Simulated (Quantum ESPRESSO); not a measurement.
Input of a Quantum ESPRESSO 7.5 run:

pw.in

```
&CONTROL
  calculation = 'scf'
  prefix = 'pwscf'
  outdir = './tmp'
  pseudo_dir = './pseudo'
  tprnfor = .true.
  tstress = .true.
  disk_io = 'low'
/
&SYSTEM
  ibrav = 0
  nat = 2
  ntyp = 2
  ecutwfc = 45
  ecutrho = 360
  nbnd = 18
  occupations = 'smearing'
  smearing = 'mv'
  degauss = 0.01469973
/
&ELECTRONS
  conv_thr = 4d-10
  electron_maxstep = 120
  mixing_beta = 0.3
/
ATOMIC_SPECIES
Hf   178.4900 hf_lda_v1.uspp.F.UPF
N     14.0070 n_lda_v1.2.uspp.F.UPF
CELL_PARAMETERS angstrom
   0.0000000000    2.2560000000    2.2560000000
   2.2560000000    0.0000000000    2.2560000000
   2.2560000000    2.2560000000    0.0000000000
ATOMIC_POSITIONS crystal
Hf     0.0000000000    0.0000000000    0.0000000000
N      0.5000000000    0.5000000000    0.5000000000
K_POINTS automatic
8 8 8 0 0 0
HUBBARD {ortho-atomic}
U Hf-5d 8.0
```

File scf2.in:

```
&CONTROL
  calculation = 'scf'
  prefix = 'pwscf'
  outdir = './tmp'
  pseudo_dir = './pseudo'
  tprnfor = .true.
  tstress = .true.
  disk_io = 'low'
/
&SYSTEM
  ibrav = 0
  nat = 2
  ntyp = 2
  ecutwfc = 45
  ecutrho = 360
  nbnd = 18
  occupations = 'smearing'
  smearing = 'mv'
  degauss = 0.01469973
/
&ELECTRONS
  conv_thr = 1d-13
  electron_maxstep = 120
  mixing_beta = 0.3
  startingpot = 'file'
  startingwfc = 'file'
/
ATOMIC_SPECIES
Hf   178.4900 hf_lda_v1.uspp.F.UPF
N     14.0070 n_lda_v1.2.uspp.F.UPF
CELL_PARAMETERS angstrom
   0.0000000000    2.2560000000    2.2560000000
   2.2560000000    0.0000000000    2.2560000000
   2.2560000000    2.2560000000    0.0000000000
ATOMIC_POSITIONS crystal
Hf     0.0000000000    0.0000000000    0.0000000000
N      0.5000000000    0.5000000000    0.5000000000
K_POINTS automatic
8 8 8 0 0 0
HUBBARD {ortho-atomic}
U Hf-5d 8.0
```

Contents of hp.in:

```
&INPUTHP
  prefix = 'pwscf'
  outdir = './tmp'
  nq1 = 2
  nq2 = 2
  nq3 = 2
  conv_thr_chi = 1d-06
  niter_max = 80
  iverbosity = 1
  alpha_mix(1) = 0.15
/
```

Potentials or basis: GBRV 1.5 LDA.

Run with:

```console
$ OMP_NUM_THREADS=1 pw.x -in pw.in > pw.out
$ OMP_NUM_THREADS=1 pw.x -in scf2.in > scf2.out
$ OMP_NUM_THREADS=1 hp.x -in hp.in > hp.out
```

Q: What does it give for the Hubbard U from linear response?

A: 2.75 eV.

Q: Predict the pressure.

A: 7.1 GPa.

Q: Predict the band gap on the k mesh.

A: None (metal or under the smearing width).

Hubbard U from linear response:
```csv
site,manifold,U (eV)
1,Hf-5d,2.75
```
On the first site the bare response is -0.551 and the screened one -0.215 eV⁻¹.

Caveat: U without spin polarisation on a metal has little footing. Spin-orbit coupling is left out, which matters for the levels of Hf.
